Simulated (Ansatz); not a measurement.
**CuH3: what a guessed cell relaxes into**

Where does this trial cell of CuH3 go when cell and atoms are let free?

Program: Ansatz 0.2.0. Level of theory: DFT PBE, scalar-relativistic, plane waves, PAW. These are calculated values, not measurements.

**1. The structure to begin with**

It takes space group Pm-3m (No. 221, cubic). Conventional cell: a = 3.208 Å, b = 3.208 Å, c = 3.208 Å, α = 90.00°, β = 90.00°, γ = 90.00°. Cu (site symmetry m-3m) has 12 H at 2.27 Å as nearest neighbours. H (site symmetry 4/mmm) is surrounded by 4 Cu at 2.27 Å and 8 H at 2.27 Å.

Coordinates:

```xyz
4
Lattice="3.2082 0.0000 0.0000 0.0000 3.2082 0.0000 0.0000 0.0000 3.2082" Properties=species:S:1:pos:R:3 pbc="T T T"
Cu    0.0000    0.0000    0.0000
H     0.0000    1.6041    1.6041
H     1.6041    1.6041    0.0000
H     1.6041    0.0000    1.6041
```

The cell is invented: species swapped into a database cell of GaFe3 (Pm-3m, No. 221), with Cu on the Ga sites and H on the Fe sites. The dimensions are guesses.

**2. Probe: one point on a coarse mesh**

input.yaml

```yaml
crystal:
  lattice:
    - [3.20822151, 0.0, 0.0]
    - [0.0, 3.20822151, 0.0]
    - [0.0, 0.0, 3.20822151]
  atoms:
    - { symbol: Cu, position: [0.0, 0.0, 0.0] }
    - { symbol: H, position: [0.0, 0.5, 0.5] }
    - { symbol: H, position: [0.5, 0.5, 0.0] }
    - { symbol: H, position: [0.5, 0.0, 0.5] }
basis:
  ecutwfc: 420
kpoints:
  mp_grid: { grid: [6, 6, 6] }
hamiltonian:
  xc: pbe
scf:
  occupations: { method: gaussian, width: 0.1 }
  lower_state_search: "off"
output:
  forces: true
  stress: true
  eigenvalues: true
```

Run with:

```console
ansatz run input.yaml --threads 1 --pin off --max-ram 2048MiB --backend cpu --events-out ev --progress --plain --runs-dir out
```

Standard output, shortened:

```text
Warning: RAYON_NUM_THREADS=1 ignored (pool sized by the plan → 1); use --threads N
[...]
Pseudopotentials: kind: paw
Pseudopotential: Cu, paw, valence charge 19, recommended cutoff 420 eV (normal), Cu.paw.azcp
Pseudopotential: H, paw, valence charge 1, recommended cutoff 420 eV (normal), H.paw.azcp
Functional definition: PBE
[...]
Crystal: 4 atoms, lattice volume = 33.021 Å³
Basis set: ecut = 420 eV, 619 PW (Γ), exchange–correlation on 48×48×48 points (8 copies of the dense FFT grid, shifted against one another)
Bands: 15, of which v1, the nominal top of the filled ones, is band 11 counted from 1 (10 counted from 0)
Symmetry: 48 space group operations
Space group: Pm-3m (ITA 221), of the structure as read, at distance tolerance 3.2e-5 Å
k-points: 20 of 216
[...]
SCF iter   1: F=—  HF=-6668.853990 eV  |F-HF|=—  |Δ(HF+E_count)|=         —  Δρ=5.43e-3  dr2=5.85e-3  ethr=1.77e-3  ⟨swp⟩=3.8  Hψ=1313  notcnv=0
[...]
SCF iter   6: F=-6668.854432 eV  HF=-6668.854432 eV  |F-HF|=1.71e-10  |Δ(HF+E_count)|=   4.31e-9  Δρ=8.65e-7  dr2=1.19e-10  ethr=1.91e-11  ⟨swp⟩=1.9  Hψ=915  notcnv=0
[...]
SCF converged after 6 iterations
Free energy (F): -6668.854432 eV
[...]
E sigma→0 (E₀):  -6668.849642 eV
Entropy (-TS):   -0.009580 eV (-2.395 meV/atom)
Fermi energy:    5.567312 eV
[...]
--- Forces (eV/Å), atoms counted from 1 ---
  atom   1  Cu    -0.00000000    -0.00000000     0.00000000
  atom   2  H      0.00000000     0.00000000     0.00000000
  atom   3  H      0.00000000     0.00000000    -0.00000000
  atom   4  H      0.00000000    -0.00000000     0.00000000
[...]
--- Stress (GPa, compression-positive) ---
      -23.216448       0.000000       0.000000
        0.000000     -23.216448       0.000000
       -0.000000       0.000000     -23.216448
  P = ⅓ Tr σ = -23.2164 GPa (-232.164 kbar)
--- Band table (eV; the first three rows and the last of 20) ---
  k-point 0: bands = ["-107.2954", "-64.6740", "-64.6740", "-64.6740", "-3.9065", "1.8703", "1.8703", "2.8810", "2.8810", "2.8810", "7.4420", "7.4420", "12.5341", "12.5341", "12.5341"]
[...]
```

Run time: 0.71 s. Hardware: 1 thread of AMD EPYC 7R43 (Zen 3), shared host; peak memory 0.33 GiB.

From the probe: pressure -23.2 GPa, largest force 0.00 eV/Å, gap on this mesh none (metal). A guess like this is first relaxed loosely on the coarse mesh.

**3. A loose first relaxation**

input.yaml, as its differences from that of step 2:

```diff
@@ -23 +23,6 @@
   eigenvalues: true
+relax:
+  adjacent_minimum: "off"
+  f_tol: 0.04
+  max_steps: 70
+  cell: { stress_tol: 0.4 }
```

Run with:

```console
ansatz run input.yaml --threads 1 --pin off --max-ram 2048MiB --backend cpu --events-out ev --progress --plain --runs-dir out
```

Standard output:

```text
Warning: RAYON_NUM_THREADS=1 ignored (pool sized by the plan → 1); use --threads N
Engine: ansatz 0.2.0, x86_64-unknown-linux-gnu
[... 4 set-up lines as earlier in the session ...]
  parameter kappa = 0.804
  parameter beta = 0.06672455060314922
  exchange = pbe_x(kappa = kappa, mu = beta*pi^2/3)
  correlation = pbe_c(beta = beta)
Crystal: 4 atoms, lattice volume = 33.021 Å³
Basis set: ecut = 420 eV, 619 PW (Γ), exchange–correlation on 48×48×48 points (8 copies of the dense FFT grid, shifted against one another)
Bands: 15, of which v1, the nominal top of the filled ones, is band 11 counted from 1 (10 counted from 0)
[... 2 set-up lines as earlier in the session ...]
k-points: 20 of 216
Non-local potential: Cu, projectors of the file, l = 0: 3, l = 1: 2, l = 2: 3, l = 3: 1
Non-local potential: H, projectors of the file, l = 0: 2, l = 1: 1
PAW form: soft (Blöchl's): semilocal exchange-correlation on the pseudo side does not see the compensation charge
PAW one-centre angular grid: Cu, 590 points (default); XC on 64 Gauss nodes
PAW one-centre angular grid: H, 110 points (default); XC on 64 Gauss nodes
Initial density: superposition of atomic densities (neutral atoms: chi_scale 0, normalization atom), corrected by the library's trained network
Initial wavefunctions: pseudopotential atomic-orbital guess
Functional: x = pbe(κ = 0.804, μ = 0.2195149727645171), c = pbe(β = 0.06672455060314922)
SCF iter   1: F=—  HF=-6668.853990 eV  |F-HF|=—  |Δ(HF+E_count)|=         —  Δρ=5.43e-3  dr2=5.85e-3  ethr=1.77e-3  ⟨swp⟩=3.8  Hψ=1313  notcnv=0
preconditioner: auto → none  [insulator: Δε(μ)=0.296 eV  Ē_g=8.449 eV  σ=0.100 eV  W_gap=0.56  n_scr=6 (ndim 8)  ℏωp=24.2 eV  f_vac=0.000  D(μ)=1.89/eV (n_scr^D=18)  ε∞_Penn≈9.2]
SCF iter   2: F=—  HF=-6668.854101 eV  |F-HF|=—  |Δ(HF+E_count)|=   1.12e-4  Δρ=1.33e-3  dr2=2.40e-4  ethr=2.66e-5  ⟨swp⟩=2.5  Hψ=600  notcnv=0
SCF iter   3: F=—  HF=-6668.854355 eV  |F-HF|=—  |Δ(HF+E_count)|=   2.53e-4  Δρ=6.67e-4  dr2=6.97e-5  ethr=1.09e-6  ⟨swp⟩=2.2  Hψ=479  notcnv=0
SCF iter   4: F=—  HF=-6668.854432 eV  |F-HF|=—  |Δ(HF+E_count)|=   7.73e-5  Δρ=1.24e-4  dr2=2.95e-6  ethr=3.17e-7  ⟨swp⟩=2.2  Hψ=377  notcnv=0
iter 5 did not close the SCF: its close was put off for the readings that it lacked (scf_convergence_deferred on its scf_iter line)
SCF iter   5: F=-6668.854432 eV  HF=-6668.854432 eV  |F-HF|=3.65e-9  |Δ(HF+E_count)|=   1.58e-7  Δρ=5.52e-6  dr2=4.21e-9  ethr=1.34e-8  ⟨swp⟩=2.0  Hψ=418  notcnv=0
SCF iter   6: F=-6668.854432 eV  HF=-6668.854432 eV  |F-HF|=1.71e-10  |Δ(HF+E_count)|=   4.31e-9  Δρ=8.65e-7  dr2=1.19e-10  ethr=1.91e-11  ⟨swp⟩=1.9  Hψ=915  notcnv=0
SCF 1 converged in 6 iterations: F = -6668.854432 eV  dr2 = 1.19e-10
relax step   1: F+E_penalty+E_count = -6668.85443230 eV  Δ(F+E_penalty+E_count) = +0.000e0 eV  max|allowed force component| = 4.288e-31 eV/Å  Δτ_max = 0.0000 Å  P = -23.216 GPa  Ω = 33.021 Å³  (6 SCF iters, dr2 threshold 1.00e-7 eV, accepted)
Crystal: 4 atoms, lattice volume = 28.423 Å³
Basis set: ecut = 420 eV, 587 PW (Γ), exchange–correlation on 48×48×48 points (8 copies of the dense FFT grid, shifted against one another)
Initial density: handed on by an earlier stage of this run
Initial wavefunctions: those handed on with the density
iter 1 solved again at ethr=2.37e-3 eV; its pass at ethr=3.10e-3 eV (dr2=5.22e-1 eV) is discarded
SCF iter   1: F=—  HF=-6669.581356 eV  |F-HF|=—  |Δ(HF+E_count)|=         —  Δρ=4.94e-2  dr2=5.22e-1  ethr=2.37e-3  ⟨swp⟩=1.0  Hψ=1823  notcnv=0
preconditioner: auto → none  [insulator: Δε(μ)=0.208 eV  Ē_g=9.042 eV  σ=0.100 eV  W_gap=0.68  n_scr=6 (ndim 8)  ℏωp=26.1 eV  f_vac=0.000  D(μ)=2.04/eV (n_scr^D=26)  ε∞_Penn≈9.3]
SCF iter   2: F=—  HF=-6669.508815 eV  |F-HF|=—  |Δ(HF+E_count)|=   7.25e-2  Δρ=1.04e-2  dr2=3.26e-2  ethr=2.37e-3  ⟨swp⟩=2.1  Hψ=391  notcnv=0
SCF iter   3: F=—  HF=-6669.502246 eV  |F-HF|=—  |Δ(HF+E_count)|=   6.57e-3  Δρ=4.58e-3  dr2=4.78e-3  ethr=1.48e-4  ⟨swp⟩=1.6  Hψ=477  notcnv=0
SCF iter   4: F=—  HF=-6669.501646 eV  |F-HF|=—  |Δ(HF+E_count)|=   6.00e-4  Δρ=5.78e-4  dr2=4.74e-5  ethr=2.17e-5  ⟨swp⟩=1.1  Hψ=309  notcnv=0
SCF iter   5: F=—  HF=-6669.501674 eV  |F-HF|=—  |Δ(HF+E_count)|=   2.73e-5  Δρ=1.34e-4  dr2=4.24e-6  ethr=2.15e-7  ⟨swp⟩=2.0  Hψ=418  notcnv=0
SCF iter   6: F=-6669.501673 eV  HF=-6669.501673 eV  |F-HF|=7.65e-8  |Δ(HF+E_count)|=   6.41e-7  Δρ=1.77e-5  dr2=7.81e-8  ethr=1.82e-9  ⟨swp⟩=5.0  Hψ=1303  notcnv=0
SCF 2 converged in 6 iterations: F = -6669.501673 eV  dr2 = 7.81e-8
relax step   2: F+E_penalty+E_count = -6669.50167307 eV  Δ(F+E_penalty+E_count) = -6.472e-1 eV  max|allowed force component| = 1.072e-30 eV/Å  Δτ_max = 0.0000 Å  P = -20.870 GPa  Ω = 28.423 Å³  energy of the carried Pulay correction = +4.891e-3 eV  (6 SCF iters, dr2 threshold 4.00e-7 eV, accepted)
Crystal: 4 atoms, lattice volume = 24.285 Å³
Basis set: ecut = 420 eV, 461 PW (Γ), exchange–correlation on 48×48×48 points (8 copies of the dense FFT grid, shifted against one another)
iter 1 solved again at ethr=2.59e-3 eV; its pass at ethr=3.10e-3 eV (dr2=5.69e-1 eV) is discarded
SCF iter   1: F=—  HF=-6670.057270 eV  |F-HF|=—  |Δ(HF+E_count)|=         —  Δρ=5.62e-2  dr2=5.70e-1  ethr=2.59e-3  ⟨swp⟩=1.0  Hψ=1836  notcnv=0
preconditioner: auto → none  [metal: Δε(μ)=0.068 eV  Ē_g=10.175 eV  σ=0.100 eV  W_gap=0.34  n_scr=6 (ndim 8)  ℏωp=28.2 eV  f_vac=0.000  D(μ)=1.77/eV (n_scr^D=18)]
SCF iter   2: F=—  HF=-6669.971270 eV  |F-HF|=—  |Δ(HF+E_count)|=   8.60e-2  Δρ=1.11e-2  dr2=3.07e-2  ethr=2.59e-3  ⟨swp⟩=2.5  Hψ=434  notcnv=0
SCF iter   3: F=—  HF=-6669.963332 eV  |F-HF|=—  |Δ(HF+E_count)|=   7.94e-3  Δρ=5.45e-3  dr2=5.81e-3  ethr=1.40e-4  ⟨swp⟩=2.4  Hψ=540  notcnv=0
SCF iter   4: F=—  HF=-6669.962462 eV  |F-HF|=—  |Δ(HF+E_count)|=   8.70e-4  Δρ=6.87e-4  dr2=5.89e-5  ethr=2.64e-5  ⟨swp⟩=1.2  Hψ=321  notcnv=0
SCF iter   5: F=—  HF=-6669.962473 eV  |F-HF|=—  |Δ(HF+E_count)|=   1.14e-5  Δρ=1.05e-4  dr2=2.05e-6  ethr=2.68e-7  ⟨swp⟩=2.1  Hψ=407  notcnv=0
SCF iter   6: F=-6669.962473 eV  HF=-6669.962473 eV  |F-HF|=1.08e-8  |Δ(HF+E_count)|=   3.33e-7  Δρ=1.01e-5  dr2=1.62e-8  ethr=1.82e-9  ⟨swp⟩=5.0  Hψ=1277  notcnv=0
SCF 3 converged in 6 iterations: F = -6669.962473 eV  dr2 = 1.62e-8
relax step   3: F+E_penalty+E_count = -6669.96247297 eV  Δ(F+E_penalty+E_count) = -4.608e-1 eV  max|allowed force component| = 2.758e-31 eV/Å  Δτ_max = 0.0000 Å  P = -13.044 GPa  Ω = 24.285 Å³  energy of the carried Pulay correction = +9.968e-3 eV  (6 SCF iters, dr2 threshold 4.00e-7 eV, accepted)
Crystal: 4 atoms, lattice volume = 20.559 Å³
Basis set: ecut = 420 eV, 389 PW (Γ), exchange–correlation on 48×48×48 points (8 copies of the dense FFT grid, shifted against one another)
iter 1 solved again at ethr=2.76e-3 eV; its pass at ethr=3.10e-3 eV (dr2=6.08e-1 eV) is discarded
SCF iter   1: F=—  HF=-6670.200208 eV  |F-HF|=—  |Δ(HF+E_count)|=         —  Δρ=6.36e-2  dr2=6.09e-1  ethr=2.76e-3  ⟨swp⟩=1.0  Hψ=1831  notcnv=0
preconditioner: auto → none  [insulator: Δε(μ)=0.147 eV  Ē_g=11.490 eV  σ=0.100 eV  W_gap=0.69  n_scr=6 (ndim 8)  ℏωp=30.6 eV  f_vac=0.000  D(μ)=1.14/eV (n_scr^D=6)  ε∞_Penn≈8.1]
SCF iter   2: F=—  HF=-6670.098604 eV  |F-HF|=—  |Δ(HF+E_count)|=   1.02e-1  Δρ=1.22e-2  dr2=2.98e-2  ethr=2.76e-3  ⟨swp⟩=2.5  Hψ=438  notcnv=0
SCF iter   3: F=—  HF=-6670.089664 eV  |F-HF|=—  |Δ(HF+E_count)|=   8.94e-3  Δρ=6.08e-3  dr2=6.07e-3  ethr=1.35e-4  ⟨swp⟩=2.9  Hψ=613  notcnv=0
SCF iter   4: F=—  HF=-6670.088684 eV  |F-HF|=—  |Δ(HF+E_count)|=   9.80e-4  Δρ=8.84e-4  dr2=7.80e-5  ethr=2.76e-5  ⟨swp⟩=1.4  Hψ=335  notcnv=0  defer=3
SCF iter   5: F=—  HF=-6670.088731 eV  |F-HF|=—  |Δ(HF+E_count)|=   4.68e-5  Δρ=1.49e-4  dr2=2.85e-6  ethr=3.55e-7  ⟨swp⟩=2.2  Hψ=427  notcnv=0  defer=3
SCF iter   6: F=-6670.088731 eV  HF=-6670.088731 eV  |F-HF|=1.16e-8  |Δ(HF+E_count)|=   5.65e-7  Δρ=1.22e-5  dr2=1.55e-8  ethr=1.82e-9  ⟨swp⟩=5.1  Hψ=1312  notcnv=0
SCF 4 converged in 6 iterations: F = -6670.088731 eV  dr2 = 1.55e-8
relax step   4: F+E_penalty+E_count = -6670.08873069 eV  Δ(F+E_penalty+E_count) = -1.263e-1 eV  max|allowed force component| = 3.862e-31 eV/Å  Δτ_max = 0.0000 Å  P = +5.353 GPa  Ω = 20.559 Å³  energy of the carried Pulay correction = +1.521e-2 eV  (6 SCF iters, dr2 threshold 4.00e-7 eV, accepted)
Crystal: 4 atoms, lattice volume = 21.354 Å³
Basis set: ecut = 420 eV, 437 PW (Γ), exchange–correlation on 48×48×48 points (8 copies of the dense FFT grid, shifted against one another)
iter 1 solved again at ethr=1.69e-4 eV; its pass at ethr=3.10e-3 eV (dr2=3.73e-2 eV) is discarded
SCF iter   1: F=—  HF=-6670.107387 eV  |F-HF|=—  |Δ(HF+E_count)|=         —  Δρ=1.53e-2  dr2=3.74e-2  ethr=1.69e-4  ⟨swp⟩=1.0  Hψ=1786  notcnv=0
preconditioner: auto → none  [insulator: Δε(μ)=0.386 eV  Ē_g=11.602 eV  σ=0.100 eV  W_gap=0.67  n_scr=6 (ndim 8)  ℏωp=30.1 eV  f_vac=0.000  D(μ)=1.99/eV (n_scr^D=26)  ε∞_Penn≈7.7]
SCF iter   2: F=—  HF=-6670.100797 eV  |F-HF|=—  |Δ(HF+E_count)|=   6.59e-3  Δρ=2.35e-3  dr2=1.08e-3  ethr=1.69e-4  ⟨swp⟩=2.5  Hψ=438  notcnv=0
SCF iter   3: F=—  HF=-6670.100308 eV  |F-HF|=—  |Δ(HF+E_count)|=   4.90e-4  Δρ=1.44e-3  dr2=3.72e-4  ethr=4.91e-6  ⟨swp⟩=2.1  Hψ=457  notcnv=0
SCF iter   4: F=—  HF=-6670.100249 eV  |F-HF|=—  |Δ(HF+E_count)|=   5.90e-5  Δρ=2.36e-4  dr2=4.99e-6  ethr=1.69e-6  ⟨swp⟩=1.6  Hψ=358  notcnv=0
iter 5 did not close the SCF: its close was put off for the readings that it lacked (scf_convergence_deferred on its scf_iter line)
SCF iter   5: F=-6670.100253 eV  HF=-6670.100253 eV  |F-HF|=4.83e-8  |Δ(HF+E_count)|=   3.97e-6  Δρ=1.83e-5  dr2=6.73e-8  ethr=2.27e-8  ⟨swp⟩=2.4  Hψ=447  notcnv=0
SCF iter   6: F=-6670.100253 eV  HF=-6670.100253 eV  |F-HF|=1.21e-10  |Δ(HF+E_count)|=   1.05e-8  Δρ=1.33e-6  dr2=1.31e-10  ethr=3.06e-10  ⟨swp⟩=2.0  Hψ=883  notcnv=0
SCF 5 converged in 6 iterations: F = -6670.100253 eV  dr2 = 1.31e-10
relax step   5: F+E_penalty+E_count = -6670.10025286 eV  Δ(F+E_penalty+E_count) = -1.152e-2 eV  max|allowed force component| = 1.068e-31 eV/Å  Δτ_max = 0.0000 Å  P = -0.062 GPa  Ω = 21.354 Å³  energy of the carried Pulay correction = +1.403e-2 eV  (6 SCF iters, dr2 threshold 4.00e-7 eV, accepted)
Basis set: ecut = 420 eV, 437 PW (Γ), exchange–correlation on 40×40×40 points (8 copies of the dense FFT grid, shifted against one another)
Initial wavefunctions: pseudopotential atomic-orbital guess (no wavefunctions were taken with the density)
iter 1 solved again at ethr=1.71e-7 eV; its pass at ethr=3.10e-3 eV (dr2=3.76e-5 eV) is discarded
SCF iter   1: F=—  HF=-6670.089587 eV  |F-HF|=—  |Δ(HF+E_count)|=         —  Δρ=1.04e-3  dr2=3.67e-5  ethr=1.71e-7  ⟨swp⟩=3.0  Hψ=2088  notcnv=0
preconditioner: auto → none  [insulator: Δε(μ)=0.331 eV  Ē_g=11.503 eV  σ=0.100 eV  W_gap=0.58  n_scr=6 (ndim 8)  ℏωp=30.1 eV  f_vac=0.000  D(μ)=1.91/eV (n_scr^D=26)  ε∞_Penn≈7.8]
SCF iter   2: F=—  HF=-6670.089674 eV  |F-HF|=—  |Δ(HF+E_count)|=   8.68e-5  Δρ=7.22e-4  dr2=3.62e-5  ethr=1.67e-7  ⟨swp⟩=2.0  Hψ=502  notcnv=0
SCF iter   3: F=—  HF=-6670.089722 eV  |F-HF|=—  |Δ(HF+E_count)|=   4.81e-5  Δρ=2.73e-4  dr2=8.20e-6  ethr=1.65e-7  ⟨swp⟩=2.4  Hψ=486  notcnv=0
SCF iter   4: F=—  HF=-6670.089713 eV  |F-HF|=—  |Δ(HF+E_count)|=   8.84e-6  Δρ=3.13e-5  dr2=5.37e-8  ethr=3.73e-8  ⟨swp⟩=2.1  Hψ=423  notcnv=0
SCF iter   5: F=—  HF=-6670.089716 eV  |F-HF|=—  |Δ(HF+E_count)|=   2.97e-6  Δρ=2.48e-6  dr2=5.09e-10  ethr=2.44e-10  ⟨swp⟩=2.3  Hψ=475  notcnv=0
SCF iter   6: F=-6670.089716 eV  HF=-6670.089716 eV  |F-HF|=2.00e-11  |Δ(HF+E_count)|=  3.73e-10  Δρ=3.80e-7  dr2=1.49e-11  ethr=2.32e-12  ⟨swp⟩=1.9  Hψ=962  notcnv=0
SCF 6 converged in 6 iterations: F = -6670.089716 eV  dr2 = 1.49e-11
relax step   6: F+E_penalty+E_count = -6670.08971639 eV  Δ(F+E_penalty+E_count) = +1.054e-2 eV  max|allowed force component| = 2.054e-31 eV/Å  Δτ_max = 0.0000 Å  P = -0.195 GPa  Ω = 21.354 Å³  stress off target by 1.95e-1 GPa  SCF on the basis re-selected at this cell (its energy is not comparable with the rows above)  (6 SCF iters)
basis re-selected at this cell: Δ(F+E_penalty+E_count) = +1.054e-2 eV, ΔP = -0.133 GPa vs the last step (what re-selecting the basis moved, of the pressure what is left beyond the Pulay correction that the steps carried, after the strain that the cell walked since its last selection, with what the two solves' SCF thresholds leave and, on support functions, any second-order correction that the steps lacked; it is no measure of the basis error at this ecutwfc). The dense FFT grid was sized anew with the basis: this SCF ran on 20×20×20 points, the steps before it on 24×24×24, so part of this shift can come from that change (see relax.cell in the input reference). This SCF's stress stands 1.95e-1 GPa from its target on what of the cell is left free (relax.cell.stress_tol is 4.00e-1 GPa) and its largest allowed force component is 2.05e-31 eV/Å (relax.f_tol is 4.00e-2 eV/Å): within both
SCF converged after 6 iterations
Free energy (F): -6670.089716 eV
Harris-Foulkes:  -6670.089716 eV  (|F-HF|=2.00e-11)
Internal energy: -6670.080170 eV  (E = F + TS)
E sigma→0 (E₀):  -6670.084943 eV
Entropy (-TS):   -0.009546 eV (-2.387 meV/atom)
Fermi energy:    11.857345 eV
--- Per-component energies (eV) ---
  E_band       = -473.012018
  E_kinetic    = 336.499589
  E_local      = -4917.414918  (includes V_loc(G=0)·N_el)
  E_nonlocal   = 393.680246
  E_hartree    = 2157.791606
  E_xc         = -115.694405
  E_vxc        = -149.579801  (∫ρ·V_xc dr)
  E_paw        = -1663.336676  (= ΣΔE_a)
  E_vpaw       = -451.779055  (= ΣTr[D̂ρ^β])
  E_aug_tail   = -0.001593  (compensation charges beyond the density's cutoff)
  E_ewald      = -2861.604019
  E_smearing   = -0.009546  (= −TS)
  E_closure    = -0.000000  (closes the sum)
  Σ components = -6670.089716   (vs F -6670.089716, Δ=0.00e0)
--- Forces (eV/Å), atoms counted from 1 ---
  atom   1  Cu    -0.00000000    -0.00000000     0.00000000
  atom   2  H      0.00000000     0.00000000    -0.00000000
  atom   3  H      0.00000000    -0.00000000     0.00000000
  atom   4  H      0.00000000    -0.00000000    -0.00000000
  max |Σ_I F_I| component: 2.96e-31 eV/Å
--- Stress (GPa, compression-positive) ---
       -0.194614       0.000000      -0.000000
        0.000000      -0.194614      -0.000000
       -0.000000      -0.000000      -0.194614
  P = ⅓ Tr σ = -0.1946 GPa (-1.946 kbar)
--- Band table (eV; the first three rows and the last of 20) ---
  k-point 0: bands = ["-102.5332", "-59.8925", "-59.8925", "-59.8925", "-2.0329", "5.8709", "5.8709", "7.8494", "7.8494", "7.8494", "14.7085", "14.7085", "19.5922", "19.5922", "19.5922"]
  k-point 1: bands = ["-102.5328", "-59.8979", "-59.8921", "-59.8921", "-1.5039", "5.7962", "6.0434", "7.7134", "7.7134", "7.8596", "12.2237", "14.5484", "19.9531", "20.2935", "20.2935"]
  k-point 2: bands = ["-102.5321", "-59.9088", "-59.8913", "-59.8913", "0.0352", "4.8684", "6.4208", "7.4589", "7.4589", "7.8801", "9.4291", "14.1796", "20.9785", "22.2231", "22.2231"]
  k-point 19: bands = ["-102.5291", "-59.9102", "-59.9102", "-59.9102", "4.8994", "4.8994", "4.8994", "8.2319", "8.2319", "12.4332", "12.4332", "12.4332", "14.4627", "14.4627", "14.4627"]
--- Relaxed structure (5 steps of the walk, 5 accepted, 1 SCFs on fresh bases) ---
  F+E_penalty+E_count = -6670.08971639 eV   max|allowed force component| = 2.054e-31 eV/Å   (the final SCF, on the basis selected at the relaxed cell)
  cell:  # Å, volume = 21.3542 Å³
    - [2.7743504421584144, 1.548768663611402e-33, -1.79753461476142e-33]
    - [-5.055566104016492e-34, 2.774350442158415, -1.2839532962581572e-34]
    - [2.5679065925163148e-34, -1.2839532962581572e-34, 2.774350442158415]
  atoms:
    - { symbol: Cu, position: [-1.0513255127320403e-35, 3.2634081900800705e-36, 2.34496396892736e-37] }
    - { symbol: H, position: [1.4343362943226437e-35, 0.5000000000000001, 0.5000000000000001] }
    - { symbol: H, position: [0.5, 0.5000000000000001, -7.034891906773235e-37] }
    - { symbol: H, position: [0.5, -7.914253395107362e-36, 0.5000000000000001] }
```

Wall time 4.3 s (1 thread of AMD EPYC 7R43 (Zen 3), shared host); peak memory 0.34 GiB.

Relaxation path:

| step | energy from step 1 (eV/cell) | largest force component (eV/Å) | pressure (GPa) | volume (Å³) |
| --- | --- | --- | --- | --- |
| 1 | 0.0000 | 0.0000 | -23.22 | 33.02 |
| 2 | -0.6472 | 0.0000 | -20.87 | 28.42 |
| 3 | -1.1080 | 0.0000 | -13.04 | 24.28 |
| 4 | -1.2343 | 0.0000 | 5.35 | 20.56 |
| 5 | -1.2458 | 0.0000 | -0.06 | 21.35 |
| 6 | -1.2353 | 0.0000 | -0.19 | 21.35 |

Step 1 is the start. Step 6 repeats the geometry before it on a plane-wave basis chosen anew for that cell, so its energy need not be comparable with the rows above.

|  | before | after | change |
| --- | --- | --- | --- |
| a (Å) | 3.208 | 2.774 | -13.5 % |
| b (Å) | 3.208 | 2.774 | -13.5 % |
| c (Å) | 3.208 | 2.774 | -13.5 % |
| volume (Å³/atom) | 8.26 | 5.34 | -35.3 % |
| shortest distance (Å) | 2.269 | 1.962 | -13.5 % |
| space group (0.01 Å) | Pm-3m | Pm-3m | same |

Forces and stress were held to the start's 48 operations: a distortion of lower symmetry was not tested.

(Part 1 of 2 ends here.)
